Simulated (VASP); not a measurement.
# InSe (R3m) in VASP: single point with PBEsol

Aim: the single point of InSe with PBEsol.

The COD entry that gives the cell may itself be a prediction, so a difference from it is no test against experiment.

Program: VASP 6.6.1. These are calculated values, not measurements. Logs are shortened: lines on timing, memory, paths and dates and some standing lists are left out, and cuts for length are marked.

**Experimental background.**

“The Interaction of Hydrogen with the van der Waals Crystal γ-InSe”, 2020, pmc:7321205 reports, for a bulk crystal of InSe at 300 K: band gap 1.25 eV.

The runs below are set against these values where they give the same quantity.

## (1) Starting point

Symmetry: R3m, No. 160, trigonal system. The conventional cell has a = 4.000 Å, b = 4.000 Å, c = 24.950 Å, α = 90.00°, β = 90.00°, γ = 120.00°. In (site symmetry 3m) is surrounded by 3 Se at 2.64 Å and 1 In at 2.80 Å. Around In (site symmetry 3m) lie 3 Se at 2.64 Å and 1 In at 2.80 Å. Se (site symmetry 3m) has 3 In at 2.64 Å as nearest neighbours. Se (site symmetry 3m) has 3 In at 2.64 Å as nearest neighbours.

## (2) Single point, PBEsol

The input, INCAR:

```
ALGO = Normal
EDIFF = 1E-7
ENCUT = 520
GGA = PS
ISIF = 2
ISMEAR = 0
LASPH = T
LCHARG = F
LREAL = F
LWAVE = F
NBANDS = 27
NELM = 100
PREC = Accurate
SIGMA = 0.1
```

The input, KPOINTS:

```
k-points
0
Gamma
  6 6 6
```

The input, POSCAR:

```
InSe
1.0
    1.9999996503      1.1547003365      8.3166700000
   -1.9999996503      1.1547003365      8.3166700000
    0.0000000000     -2.3094006730      8.3166700000
In Se
2 2
Direct
    0.0000000000      0.0000000000      0.0000000000
    0.1122000000      0.1122000000      0.1122000000
    0.6155000000      0.6155000000      0.6155000000
    0.8300000000      0.8300000000      0.8300000000
```

Potentials or basis: VASP PAW PBE potentials, release 64 (In_d, Se).

On the command line:

```sh
$ cat potpaw_PBE.64/In_d/POTCAR potpaw_PBE.64/Se/POTCAR > POTCAR
$ mpirun -np 1 vasp_std > vasp.out
```

OUTCAR:

```text
EDIFF = 1E-7
   ENCUT = 520
   GGA = PS
   ISIF = 2
   ISMEAR = 0
   LASPH = T
   LREAL = F
   NELM = 100
   PREC = Accurate

 ion  position               nearest neighbor table
   1  0.000  0.000  0.000-   3 2.64   3 2.64   3 2.64   2 2.80
   2  0.112  0.112  0.112-   4 2.64   4 2.64   4 2.64   1 2.80
   3  0.615  0.615  0.615-   1 2.64   1 2.64   1 2.64
   4  0.830  0.830  0.830-   2 2.64   2 2.64   2 2.64

  LATTYP: Found a trigonal (rhomboedric) cell.
 ALAT       =     8.6313574458
 COS(alpha) =     0.8926179648

  Lattice vectors:

 A1 = (   1.9999996503,   1.1547003365,   8.3166700000)
 A2 = (  -1.9999996503,   1.1547003365,   8.3166700000)
 A3 = (   0.0000000000,  -2.3094006730,   8.3166700000)

Analysis of symmetry for initial positions (statically):
=====================================================================
 Subroutine PRICEL returns:
 Original cell was already a primitive cell.

 Routine SETGRP: Setting up the symmetry group for a
 trigonal (rhombohedral) supercell.

 Subroutine GETGRP returns: Found  6 space group operations
 (whereof  6 operations were pure point group operations)
 out of a pool of 12 trial point group operations.

The static configuration has the point symmetry C_3v.

Analysis of symmetry for dynamics (positions and initial velocities):
=====================================================================
 Subroutine PRICEL returns:
 Original cell was already a primitive cell.

 Routine SETGRP: Setting up the symmetry group for a
 trigonal (rhombohedral) supercell.

 Subroutine GETGRP returns: Found  6 space group operations
 (whereof  6 operations were pure point group operations)
 out of a pool of 12 trial point group operations.

The dynamic configuration has the point symmetry C_3v.

 Subroutine INISYM returns: Found  6 space group operations
 (whereof  6 operations are pure point group operations),
 and found     1 'primitive' translations

----------------------------------------------------------------------------------------

                                     Primitive cell

  volume of cell :     115.2391

  direct lattice vectors                    reciprocal lattice vectors
     1.999999650  1.154700336  8.316670000     0.250000044  0.144337593  0.040080144
    -1.999999650  1.154700336  8.316670000    -0.250000044  0.144337593  0.040080144
     0.000000000 -2.309400673  8.316670000     0.000000000 -0.288675185  0.040080144

  length of vectors
     8.631357446  8.631357446  8.631357446     0.291444301  0.291444301  0.291444301

  position of ions in fractional coordinates (direct lattice)
     0.000000000  0.000000000  0.000000000
     0.112200000  0.112200000  0.112200000
     0.615500000  0.615500000  0.615500000
     0.830000000  0.830000000  0.830000000

  ion indices of the primitive-cell ions
   primitive index   ion index
                 1           1
                 2           2
                 3           3
                 4           4

----------------------------------------------------------------------------------------

 KPOINTS: k-points

Automatic generation of k-mesh.
 Grid dimensions read from file:
 generate k-points for:    6    6    6

 Generating k-lattice:

  Cartesian coordinates                     Fractional coordinates (reciprocal lattice)
     0.041666674  0.024056265  0.006680024     0.166666667  0.000000000  0.000000000
    -0.041666674  0.024056265  0.006680024     0.000000000  0.166666667  0.000000000
     0.000000000 -0.048112531  0.006680024     0.000000000  0.000000000  0.166666667

  Length of vectors
     0.048574050  0.048574050  0.048574050

  Shift w.r.t. Gamma in fractional coordinates (k-lattice)
     0.000000000  0.000000000  0.000000000

 Subroutine IBZKPT returns following result:
 ===========================================

 Found     32 irreducible k-points:

 Following reciprocal coordinates:
            Coordinates               Weight
  0.000000  0.000000  0.000000      1.000000
  0.166667  0.000000  0.000000      6.000000
  0.333333 -0.000000  0.000000      6.000000
  0.500000  0.000000  0.000000      3.000000
  0.166667  0.166667  0.000000      6.000000
  0.333333  0.166667  0.000000     12.000000
[... 16 lines left out ...]
  0.500000  0.500000  0.166667      6.000000
 -0.333333  0.500000  0.166667     12.000000
 [... further k-points ...]
   k-points           NKPTS =     32   k-points in BZ     NKDIM =     32   number of bands    NBANDS=     27
   number of dos      NEDOS =    301   number of ions     NIONS =      4
   total plane-waves  NPLWV = 262144
   dimension x,y,z NGX =    64 NGY =   64 NGZ =   64
   dimension x,y,z NGXF=   128 NGYF=  128 NGZF=  128
   ions per type =               2   2
   NGX,Y,Z   is equivalent  to a cutoff of  12.33, 12.33, 12.33 a.u.
   NGXF,Y,Z  is equivalent  to a cutoff of  24.65, 24.65, 24.65 a.u.
 SYSTEM =  unknown system
   PREC   = accura    normal or accurate (medium, high low for compatibility)
   ISTART =      0    job   : 0-new  1-cont  2-samecut
   ICHARG =      2    charge: 1-file 2-atom 10-const
   ISPIN  =      1    spin polarized calculation?
   LNONCOLLINEAR =      F non collinear calculations
   LSORBIT =      F    spin-orbit coupling
   LASPH  =      T    aspherical Exc in radial PAW
   ENCUT  =  520.0 eV  38.22 Ry    6.18 a.u.  16.05 16.05 16.05*2*pi/ulx,y,z
   NELM   =    100;   NELMIN=  2; NELMDL= -5     # of ELM steps
   EDIFF  = 0.1E-06   stopping-criterion for ELM
   LREAL  =      F    real-space projection
   EDIFFG = 0.1E-05   stopping-criterion for IOM
   NSW    =      0    number of steps for IOM
   IBRION =     -1    ionic relax: 0-MD 1-quasi-New 2-CG
   NFREE  =      0    steps in history (QN), initial steepest desc. (CG)
   ISIF   =      2    stress and relaxation
   ISYM   =      2    0-nonsym 1-usesym 2-fastsym
   POTIM  = 0.5000    time-step for ionic-motion
   TEBEG  =    0.0;   TEEND  =   0.0 temperature during run
   PSTRESS=    0.0 pullay stress
   NELECT =      38.0000    total number of electrons
   NUPDOWN=      -1.0000    fix difference up-down
   EMIN   =  10.00;   EMAX   =-10.00  energy-range for DOS
   EFERMI =   0.00;   METHOD = LEGACY
   ISMEAR =     0;   SIGMA  =   0.10  broadening in eV -4-tet -1-fermi 0-gaus
   EFERMI_NEDOS =   21; number of points for ismear=-14 and -15
   IALGO  =     38    algorithm
   IMIX   =      4    mixing-type and parameters
     AMIX     =   0.40;   BMIX     =  1.00
     AMIX_MAG =   1.60;   BMIX_MAG =  1.00
  volume/ion in A,a.u.               =      28.81       194.42
  Fermi-wavevector in a.u.,A,eV,Ry     =   1.131018  2.137313 17.404585  1.279201
  Thomas-Fermi vector in A             =   2.267716
   LORBIT       =      0    0 simple, 1 ext, 2 COOP (PROOUT), +10 PAW based schemes
   GGA     = PS    functional components
   LHFCALC =     F    Hartree Fock is set to
   AEXX    =    0.0000 exact exchange contribution
   IVDW    =     0    specifies the selected vdW correction
   LEPSILON=     F    determine dielectric tensor
   LRPA    =     F    only Hartree local field effects (RPA)
 non-spin polarized calculation
 Gauss-broadening in eV      SIGMA  =   0.10
  energy-cutoff  :      520.00
  volume of cell :      115.24
 maximum number of plane-waves:      3139
   NGX = 33   NGY = 33   NGZ = 33

 number of electron      37.9999996 magnetization

 Free energy of the ion-electron system (eV)
  ---------------------------------------------------
  ext. energy  EPLUGINS =         0.00000000
  ---------------------------------------------------
  free energy    TOTEN  =       -15.58768225 eV

  energy without entropy =      -15.58761131  energy(sigma->0) =      -15.58764678

 E-fermi :   4.2969     XC(G=0):  -9.1805

 val. band max:        4.1556282536   @ k =   0.5000   0.5000   0.5000
 cond. band min:       4.4382257203   @ k =   0.5000   0.5000   0.5000
 fundamental gap:      0.2825974667
 Fermi energy:         4.2969270571

 k-point     1 :       0.0000    0.0000    0.0000
  band No.  band energies     occupation
      1     -10.6270      2.00000
      2     -10.4417      2.00000
      3     -10.4417      2.00000
      4     -10.3612      2.00000
      5     -10.3612      2.00000
      6     -10.3443      2.00000
[... 19 lines left out ...]
     26       9.5340      0.00000
     27      11.6040      0.00000

 k-point     2 :       0.1667    0.0000    0.0000
  band No.  band energies     occupation
      1     -10.6407      2.00000
      2     -10.5331      2.00000
      3     -10.4727      2.00000
      4     -10.4372      2.00000
      5     -10.3518      2.00000
      6     -10.3416      2.00000
[... 19 lines left out ...]
     26      10.1025      0.00000
     27      10.8883      0.00000

 k-point     3 :       0.3333   -0.0000    0.0000
  band No.  band energies     occupation
      1     -10.7402      2.00000
      2     -10.6237      2.00000
      3     -10.5635      2.00000
      4     -10.4354      2.00000
      5     -10.3667      2.00000
      6     -10.3030      2.00000
[... 19 lines left out ...]
     26      10.6955      0.00000
     27      11.2656      0.00000

 k-point     4 :       0.5000    0.0000    0.0000
  band No.  band energies     occupation
      1     -10.7916      2.00000
      2     -10.6826      2.00000
      3     -10.5594      2.00000
      4     -10.4366      2.00000
      5     -10.3739      2.00000
      6     -10.2843      2.00000
[... 19 lines left out ...]
     26      10.4592      0.00000
     27      10.9517      0.00000
[... 516 lines left out ...]
      4     -10.4486      2.00000
      5     -10.3599      2.00000
      6     -10.2964      2.00000
[... 19 lines left out ...]
     26      11.1777      0.00000
     27      11.7729      0.00000

 k-point    23 :       0.5000    0.5000    0.1667
  band No.  band energies     occupation
      1     -10.7275      2.00000
      2     -10.6394      2.00000
      3     -10.5608      2.00000
      4     -10.4360      2.00000
      5     -10.3665      2.00000
      6     -10.3028      2.00000
[... 19 lines left out ...]
     26      11.0623      0.00000
     27      11.3939      0.00000

 k-point    24 :      -0.3333    0.5000    0.1667
  band No.  band energies     occupation
      1     -10.7695      2.00000
      2     -10.6859      2.00000
      3     -10.5585      2.00000
      4     -10.4488      2.00000
      5     -10.3599      2.00000
      6     -10.2964      2.00000
[... 19 lines left out ...]
     26      11.2134      0.00000
     27      11.6540      0.00000

 [... further k-points ...]

------------------------ aborting loop because EDIFF is reached ----------------------------------------

  FORCE on cell =-STRESS in cart. coord.  units (eV):
  Direction    XX          YY          ZZ          XY          YZ          ZX
  --------------------------------------------------------------------------------------
  -------------------------------------------------------------------------------------
  Total        0.3842446      0.3842446     -0.0581395      0.0000000      0.0000000      0.0000000
  in kB        5.3421790      5.3421790     -0.8083176      0.0000000      0.0000000      0.0000000
  external PRESSURE =       3.2920135 kB  Pullay stress =       0.0000000 kB

 VOLUME and BASIS-vectors are now :
 -----------------------------------------------------------------------------
  energy-cutoff  :      520.00
  volume of cell :      115.24
      direct lattice vectors                 reciprocal lattice vectors
     1.999999650  1.154700336  8.316670000     0.250000044  0.144337593  0.040080144
    -1.999999650  1.154700336  8.316670000    -0.250000044  0.144337593  0.040080144
     0.000000000 -2.309400673  8.316670000     0.000000000 -0.288675185  0.040080144

 POSITION                                       TOTAL-FORCE (eV/Angst)
 -----------------------------------------------------------------------------------
      0.00000      0.00000      0.00000         0.000000      0.000000      0.171910
      0.00000      0.00000      2.79939         0.000000     -0.000000     -0.171252
      0.00000      0.00000     15.35673         0.000000     -0.000000     -0.027100
      0.00000      0.00000     20.70851         0.000000     -0.000000      0.026442
 -----------------------------------------------------------------------------------
    total drift:                               -0.000000     -0.000000     -0.000309

  FREE ENERGIE OF THE ION-ELECTRON SYSTEM (eV)
  ---------------------------------------------------
  free  energy   TOTEN  =       -15.5876822534 eV

  energy  without entropy=      -15.5876113086  energy(sigma->0) =      -15.58764678
```

Wall time 7.7 min (1 thread of AMD EPYC 7R13 (Zen 3), shared host); peak memory 0.53 GiB.

What came out:

| Quantity | Value |
| --- | --- |
| Free energy | -15.5877 eV |
| Pressure | 0.3 GPa |
| Largest force | 0.172 eV/Å |
| Band gap on the k mesh | 0.28 eV, direct |

Forces on the atoms (eV/Å):
```
In   0.000  0.000  0.172
In   0.000  0.000 -0.171
Se   0.000  0.000 -0.027
Se   0.000  0.000  0.026
```

Caveat: the PAW data sets were made with another functional, which shifts forces and pressure a little; spin-orbit coupling is left out, which moves the levels of the heavy elements.

## (3) How close it comes

Step 2. A measured gap of InSe is 1.25 eV (300 K; “The Interaction of Hydrogen with the van der Waals Crystal γ-InSe”, 2020, pmc:7321205); the calculated 0.28 eV misses it by -0.97 eV. Spin-orbit coupling on In, Se is left out. The value is that of PBEsol on a finite k mesh, which can miss the band edges, without temperature or zero-point motion. Semilocal functionals fall short of measured gaps as a rule.
